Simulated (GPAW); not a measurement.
Runs of GPAW 26.7.0 on MgS (Niningerite). Symmetry: Fm-3m, No. 225, cubic system. Conventional cell: a = 5.203 Å, b = 5.203 Å, c = 5.203 Å, α = 90.00°, β = 90.00°, γ = 90.00°. S (site symmetry m-3m) is surrounded by 6 Mg at 2.60 Å. Around Mg (site symmetry m-3m) lie 6 S at 2.60 Å. 

| task | level | potentials or basis | cell | k mesh | cutoff (eV) | smearing | band path | band points | optimizer | fmax | max steps | grid spacing | gap on the mesh (eV) | pressure (GPa) |
| --- | --- | --- | --- | --- | --- | --- | --- | --- | --- | --- | --- | --- | --- | --- |
| band structure | BEEF-vdW | GPAW PAW data sets (gpaw-data 1.2.1), pw | as given | 7 × 7 × 7 | 800 | fermi-dirac 0.05 eV | GXWKGLUWLK,UX | 80 | - | - | - | - | 3.32 | - |
| single point | TB-mBJ | GPAW PAW data sets for LDA (gpaw-data 1.2.1), pw | as given | 7 × 7 × 7 | 800 | fermi-dirac 0.05 eV | - | - | - | - | - | - | 4.09 | - |
| relaxation of cell and atoms | PBE+D3(BJ) | GPAW PAW data sets (gpaw-data 1.2.1), pw | relaxed | 9 × 9 × 9 | 800 | fermi-dirac 0.05 eV | - | - | BFGS | 0.02 eV/Å | 60 | - | (a) | 0.1 |
| band structure | PBEsol+D3(BJ) | PAW data sets generated in the run's folder for this functional, pw | as given | 9 × 9 × 9 | 800 | gaussian 0.1 eV | GXWKGLUWLK,UX | 80 | - | - | - | - | 2.84 | (b) |

Alike in all rows: no spin polarisation.

Question: Estimate the missing entries.

Answer: (a) 2.99; (b) -3.7.

Caveats: the PAW data sets were made with another functional, which shifts forces and pressure a little (some runs); the mesh misses the band edges, which the band path finds closer together (some runs); an odd mesh through Γ misses points on the zone boundary, where band edges often lie (some runs); a model potential gives levels but no total energy (some runs); later steps reuse the first step's grids (some runs).

Not every run made on this cell is shown here.
